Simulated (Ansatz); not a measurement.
## Computed properties of MgTe

```yaml
crystal:
  lattice:
    - [4.54000, 0.00000, 0.00000]
    - [-2.27000, 3.93176, 0.00000]
    - [0.00000, 0.00000, 7.39500]
  atoms:
    - { symbol: Mg, position: [0.33333, 0.66667, 0.00000] }
    - { symbol: Mg, position: [0.66667, 0.33333, 0.50000] }
    - { symbol: Te, position: [0.33333, 0.66667, 0.37000] }
    - { symbol: Te, position: [0.66667, 0.33333, 0.87000] }
```

Atoms are numbered in the order listed.

The cell is COD entry 1538744, as deposited and not checked against the literature; nothing was relaxed.

No spin–orbit coupling, which matters for the heavy atoms here.

All numbers are computed: DFT, PBEsol, all-electron LAPW, scalar-relativistic (Ansatz 0.2.0); DFT, PBEsol, PAW with Ansatz's default frozen-core files, scalar-relativistic (Ansatz 0.2.0).

For LAPW: a Γ-centred 10×10×6 k mesh, Fermi–Dirac smearing of 0.05 eV, basis error target 1 meV/atom, no spin polarisation. PAW takes a cutoff of 420 eV at this cell (files made with PBE, cores remade for this functional). The Ansatz runs share mesh, smearing and spin set-up. Values come from LAPW unless marked.

```yaml
Pressure_at_this_cell: 4.4 kbar
Löwdin_charges_with_0.31_e_of_the_cell_spilling_out_of_the_atomic_basis_so_their_sizes_and_signs_hang_on_that_basis: Mg1 1.32, Te3 -1.17 e
Band_gap: 2.42 eV, direct at Γ
Volume_per_atom: 222.7 bohr³
```

(1) Predict this quantity. Bader charges (from the PAW run).

(2) Stress xx, yy, zz (compression positive): what does the calculation give?

(3) Largest force: what does the calculation give?

Answers

(1) Mg1 +1.54, Te3 -1.54 e.

(2) 0.07, 0.07, 1.19 GPa.

(3) 0.214 eV/Å on Mg1.
